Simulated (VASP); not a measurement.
# AlN (P6_3mc) in VASP: phonons with LDA

Aim: the phonons of AlN with LDA.

Program: VASP 6.6.1. These are calculated values, not measurements. Logs are shortened: lines on timing, memory, paths and dates and some standing lists are left out, and cuts for length are marked.

### Step 1. Starting point

The structure is hexagonal, space group P6_3mc (No. 186). Conventional cell: a = 3.113 Å, b = 3.113 Å, c = 4.981 Å, α = 90.00°, β = 90.00°, γ = 120.00°. Al (site symmetry 3m) is surrounded by 4 N at 1.89 Å. N (site symmetry 3m) has 4 Al at 1.89 Å as nearest neighbours.

### Step 2. Phonons, LDA

Input file POSCAR:

```
AlN
1.0
    3.1130000000      0.0000000000      0.0000000000
   -1.5565000000      2.6959370800      0.0000000000
    0.0000000000      0.0000000000      4.9810000000
Al N
2 2
Direct
    0.3333333300      0.6666666700      0.0000000000
    0.6666666700      0.3333333300      0.5000000000
    0.3333333300      0.6666666700      0.3800000000
    0.6666666700      0.3333333300      0.8800000000
```

Input file INCAR.step1:

```
PREC = Accurate ; ENCUT = 600
EDIFF = 1E-8 ; ISMEAR = 0
SIGMA = 0.02 ; LREAL = False
LASPH = True ; NELM = 80
ALGO = Fast ; ISIF = 3
LWAVE = False ; LCHARG = False
GGA = CA ; IBRION = 2
NSW = 40 ; EDIFFG = -0.002
```

Input file INCAR.step2:

```
PREC = Accurate ; ENCUT = 600
EDIFF = 1E-8 ; ISMEAR = 0
SIGMA = 0.02 ; LREAL = False
LASPH = True ; NELM = 80
ALGO = Fast ; ISIF = 2
LWAVE = False ; LCHARG = False
GGA = CA ; IBRION = 8
NSW = 1
```

Input file KPOINTS:

```
regular mesh
0
Gamma
  9 9 6
```

Potentials or basis: VASP PAW LDA potentials, release 64 (Al, N).

Command:

```bash
$ cat potpaw_LDA.64/Al/POTCAR potpaw_LDA.64/N/POTCAR > POTCAR
$ cp INCAR.step1 INCAR
$ mpirun -np 1 vasp_std > vasp.out
$ cp CONTCAR POSCAR
$ cp INCAR.step2 INCAR
$ mpirun -np 1 vasp_std > vasp.out
```

OUTCAR:

```text
PREC = Accurate
   ENCUT = 600
   EDIFF = 1E-8
   ISMEAR = 0
   LREAL = False
   LASPH = True
   NELM = 80
   ISIF = 2
   GGA = CA
   IBRION = 8
   NSW = 1

 ion  position               nearest neighbor table
   1  0.333  0.667  0.999-   4 1.88   4 1.88   4 1.88   3 1.89   2 3.05   2 3.05   2 3.05   2 3.05
                             2 3.05   2 3.05
   2  0.667  0.333  0.499-   3 1.88   3 1.88   3 1.88   4 1.89   1 3.05   1 3.05   1 3.05   1 3.05
                             1 3.05   1 3.05
   3  0.333  0.667  0.381-   2 1.88   2 1.88   2 1.88   1 1.89
   4  0.667  0.333  0.881-   1 1.88   1 1.88   1 1.88   2 1.89

  LATTYP: Found a hexagonal cell.
 ALAT       =     3.0913368762
 C/A-ratio  =     1.6003544909

  Lattice vectors:

 A1 = (   3.0913368762,   0.0000000000,   0.0000000000)
 A2 = (  -1.5456684381,   2.6771762645,   0.0000000000)
 A3 = (   0.0000000000,   0.0000000000,   4.9472348526)

Analysis of symmetry for initial positions (statically):
=====================================================================
 Subroutine PRICEL returns:
 Original cell was already a primitive cell.

 Routine SETGRP: Setting up the symmetry group for a
 hexagonal supercell.

 Subroutine GETGRP returns: Found 12 space group operations
 (whereof  6 operations were pure point group operations)
 out of a pool of 24 trial point group operations.

The static configuration has the point symmetry C_3v.
 The point group associated with its full space group is C_6v.

Analysis of symmetry for dynamics (positions and initial velocities):
=====================================================================
 Subroutine PRICEL returns:
 Original cell was already a primitive cell.

 Routine SETGRP: Setting up the symmetry group for a
 hexagonal supercell.

 Subroutine GETGRP returns: Found 12 space group operations
 (whereof  6 operations were pure point group operations)
 out of a pool of 24 trial point group operations.
[... 561 lines left out ...]

[... ionic steps 2 to 9 ...]

--------------------------------------- Ionic step       10  -------------------------------------------

------------------------ aborting loop because EDIFF is reached ----------------------------------------

[... ionic steps 11 to 11 ...]

--------------------------------------- Ionic step       12  -------------------------------------------

 Free energy of the ion-electron system (eV)
  ---------------------------------------------------
  ---------------------------------------------------
  free energy    TOTEN  =        -0.25065292 eV

  energy without entropy =       -0.25065292

------------------------ aborting loop because EDIFF is reached ----------------------------------------

 INTERNAL STRAIN TENSOR  FOR ION    3  DIRECTION 3   (eV/Angst):
 -----------------------------------------------------------------------------
     5.90487  0.00000  0.00000
    -0.00000  5.90487  0.00000
     0.00000 -0.00000-13.08241

 INTERNAL STRAIN TENSOR FOR ION    4 for displacements in x,y,z  (eV/Angst):
          X           Y           Z          XY          YZ          ZX
  --------------------------------------------------------------------------------
  x     0.00000     0.00000     0.00000    11.12638    -0.00000     5.63087
  y    11.12638   -11.12638     0.00000     0.00000     5.65804    -0.00000
  z     5.90487     5.90487   -13.08241     0.00000     0.00000     0.00000

 SECOND DERIVATIVES (NOT SYMMETRIZED)
 ------------------------------------
               1X          1Y          1Z          2X          2Y          2Z          3X          3Y          3Z          4X          4Y          4Z
  1X   -16.446548    0.000000    0.000000    0.674012    0.000000   -0.000000    1.488077   -0.000000   -0.000000   14.284459    0.000000   -0.000000
  1Y    -0.000000  -16.446548    0.000000    0.000000    0.674012    0.000000    0.000000    1.488077    0.000000   -0.000000   14.284459    0.000000
  1Z     0.000000    0.000000  -21.823304    0.000000    0.000000    8.614808    0.000000    0.000000    6.722967    0.000000   -0.000000    6.485529
  2X     0.674012   -0.000000    0.000000  -16.446548    0.000000    0.000000   14.284459    0.000000    0.000000    1.488077    0.000000    0.000000
  2Y     0.000000    0.674012   -0.000000    0.000000  -16.446548   -0.000000   -0.000000   14.284459   -0.000000    0.000000    1.488077   -0.000000
  2Z     0.000000    0.000000    8.614808    0.000000    0.000000  -21.823304    0.000000    0.000000    6.485529    0.000000    0.000000    6.722967
  3X     1.490885    0.000000    0.000000   14.286779   -0.000000   -0.000000  -16.525176    0.000000    0.000000    0.747512    0.000000    0.000000
  3Y     0.000000    1.490885    0.000000    0.000000   14.286779   -0.000000    0.000000  -16.525176    0.000000    0.000000    0.747512    0.000000
  3Z     0.000000    0.000000    6.690516   -0.000000    0.000000    6.514259    0.000000   -0.000000  -20.412213    0.000000    0.000000    7.207439
  4X    14.286779   -0.000000    0.000000    1.490885    0.000000   -0.000000    0.747512    0.000000    0.000000  -16.525176    0.000000   -0.000000
  4Y     0.000000   14.286779    0.000000    0.000000    1.490885    0.000000    0.000000    0.747512    0.000000   -0.000000  -16.525176   -0.000000
  4Z     0.000000    0.000000    6.514259    0.000000    0.000000    6.690516    0.000000   -0.000000    7.207439    0.000000    0.000000  -20.412213

 Eigenvectors and eigenvalues of the dynamical matrix
 ----------------------------------------------------

   1 f  =   21.958115 THz   137.966906 2PiTHz  732.443881 cm-1    90.811427 meV
             X         Y         Z           dx          dy          dz
     -0.000000  1.784784  4.942318    -0.000000   -0.000000    0.008908
      1.545668  0.892392  2.468701    -0.000000   -0.000000   -0.008908
     -0.000000  1.784784  1.884866     0.000000    0.000000   -0.707051
      1.545668  0.892392  4.358483     0.000000    0.000000    0.707051
[... 71 lines left out ...]
  12 f/i=    0.001576 THz     0.009905 2PiTHz    0.052584 cm-1     0.006520 meV
             X         Y         Z           dx          dy          dz
     -0.000000  1.784784  4.942318     0.415733    0.395454   -0.000000
      1.545668  0.892392  2.468701     0.415733    0.395454   -0.000000
     -0.000000  1.784784  1.884866     0.299429    0.284824   -0.000000
      1.545668  0.892392  4.358483     0.299429    0.284824   -0.000000

--------------------------------------------------------------------------------------------------------

 ELASTIC MODULI CONTR FROM IONIC RELAXATION (kBar)
 Direction    XX          YY          ZZ          XY          YZ          ZX
 --------------------------------------------------------------------------------
 XX        -775.3279    361.1435    458.8190      0.0000      0.0000      0.0000
 YY         361.1435   -775.3279    458.8190     -0.0000      0.0000     -0.0000
 ZZ         458.8190    458.8190  -1016.5271     -0.0000     -0.0000     -0.0000
 XY           0.0000     -0.0000     -0.0000   -568.2357     -0.0000      0.0000
 YZ          -0.0000      0.0000     -0.0000     -0.0000   -144.7618      0.0000
 ZX           0.0000     -0.0000     -0.0000     -0.0000      0.0000   -154.0554
 --------------------------------------------------------------------------------
```

OUTCAR.step1:

```text
PREC = Accurate
   ENCUT = 600
   EDIFF = 1E-8
   ISMEAR = 0
   LREAL = False
   LASPH = True
   NELM = 80
[... 859 lines left out ...]
  -------------------------------------------------------------------------------------
  Total       -0.0017650     -0.0017650      0.0055594      0.0000000     -0.0000000      0.0000000
  in kB       -0.0690656     -0.0690656      0.2175467      0.0000000     -0.0000000      0.0000000
  external PRESSURE =       0.0264719 kB  Pullay stress =       0.0000000 kB
[... 19 lines left out ...]
  FREE ENERGIE OF THE ION-ELECTRON SYSTEM (eV)
  ---------------------------------------------------
  free  energy   TOTEN  =       -32.8435145615 eV

  energy  without entropy=      -32.8435145615  energy(sigma->0) =      -32.84351456

 reached required accuracy - stopping structural energy minimisation
```

OSZICAR.step1:

```text
N       E                     dE             d eps       ncg     rms          rms(c)
DAV:   1     0.541849794456E+02    0.54185E+02   -0.82907E+03  1152   0.134E+03
[... 85 lines left out ...]
DAV:   1    -0.328435273929E+02   -0.26481E-04   -0.11027E-03  1168   0.320E-01    0.233E-02
RMM:   2    -0.328435151767E+02    0.12216E-04   -0.42815E-05  1152   0.547E-02    0.779E-03
RMM:   3    -0.328435148245E+02    0.35217E-06   -0.87040E-06  1152   0.244E-02    0.253E-03
RMM:   4    -0.328435145920E+02    0.23250E-06   -0.78795E-07  1152   0.837E-03    0.122E-03
RMM:   5    -0.328435145670E+02    0.25027E-07   -0.10478E-07  1152   0.290E-03    0.584E-04
RMM:   6    -0.328435145703E+02   -0.33134E-08   -0.13606E-07  1143   0.261E-03    0.508E-04
RMM:   7    -0.328435145615E+02    0.87986E-08   -0.32761E-08   958   0.138E-03
   8 F= -.32843515E+02 E0= -.32843515E+02  d E =-.106461E-04
```

Run time: 4.7 min. Hardware: 1 thread of Intel Xeon 6975P-C (Granite Rapids), shared host; peak memory 0.46 GiB.

What came out:

```yaml
Relaxed_volume: 10.24 Å³/atom
Relaxed_cell: a = 3.091 Å, b = 3.091 Å, c = 4.947 Å, α = 90.00°, β = 90.00°, γ = 120.00°
Space_group_after_relaxing_to_0.05_Å: P6_3mc (No. 186)
Highest_phonon_frequency_at_Γ_LO-TO_splitting_left_out: 732 cm⁻¹
```

The path:
| step | energy change (eV) | largest force (eV/Å) | pressure (GPa) | volume (Å³) |
| --- | --- | --- | --- | --- |
| 1 | 0.0000 | 0.1194 | -4.18 | 41.80 |
| 2 | -0.0013 | 0.0857 | 4.21 | 40.18 |
| 3 | -0.0124 | 0.0191 | -0.02 | 40.96 |
| 4 | -0.0124 | 0.0170 | 0.06 | 40.94 |
| 5 | -0.0126 | 0.0120 | 0.08 | 40.93 |
| 6 | -0.0126 | 0.0073 | 0.11 | 40.92 |
| 7 | -0.0126 | 0.0091 | -0.11 | 40.97 |
| 8 | -0.0126 | 0.0003 | 0.00 | 40.94 |

Final structure:
```xyz
4
Lattice="3.0913 0.0000 0.0000 -1.5457 2.6772 0.0000 0.0000 0.0000 4.9472" Properties=species:S:1:pos:R:3 pbc="T T T"
Al    0.0000    1.7848    4.9423
Al    1.5457    0.8924    2.4687
N     0.0000    1.7848    1.8849
N     1.5457    0.8924    4.3585
```

Phonon frequencies in cm⁻¹ (negative: imaginary):
| q point | frequencies |
| --- | --- |
| (0.000, 0.000, 0.000) | 0 0 0 239 239 554 624 671 671 682 682 732 |
